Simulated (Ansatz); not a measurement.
Li, DFT, PBE, all-electron LAPW, scalar-relativistic (Ansatz 0.2.0), run on 1 thread of Arm Neoverse V1 on a shared host.

Structure: COD 9011628, as refined from experiment and not relaxed. The listed cell was then made from it by scaling, straining or moving an atom.

Command: `ansatz run input.yaml --threads 1 --pin off --max-ram 3072MiB --backend cpu --events-out ev --progress --plain --runs-dir out`

```yaml
crystal:
  lattice:
    - [-1.75, 1.75, 1.7675]
    - [1.75, -1.75, 1.7675]
    - [1.75, 1.75, -1.7675]
  atoms:
    - { symbol: Li, position: [0.0, 0.0, 0.0] }
kpoints:
  mp_grid: { grid: [15, 15, 15] }
  band_path:
    path:
      - [0.0, 0.0, 0.0]
      - [0.0, 0.0, 0.5]
      - [0.25, 0.25, 0.25]
      - [0.0, 0.5, 0.0]
      - [0.0, 0.0, 0.0]
      - [0.5, 0.5, -0.5]
      - [0.4950740124, 0.5049259876, -0.4950740124]
      - [-0.4950740124, 0.4950740124, 0.4950740124]
      - [0.0, 0.0, 0.0]
    npoints: 5
scf:
  occupations: { method: fermi_dirac, width: 0.08 }
hamiltonian:
  xc: pbe
  pseudopotentials: { kind: all_electron, lapw: { basis_error: 0.00025 } }
output:
  forces: true
  stress: true
  eigenvalues: true
```

Task: How large is the problem that the program sets up?

Result: 288 irreducible k-points, 43 plane waves at Γ, 6 bands.

Task: Estimate the wall time and the peak memory.

Result: 4.2 s of wall time for 4 SCF iterations, with a peak of 0.22 GiB. Times on shared machines scatter by tens of per cent.
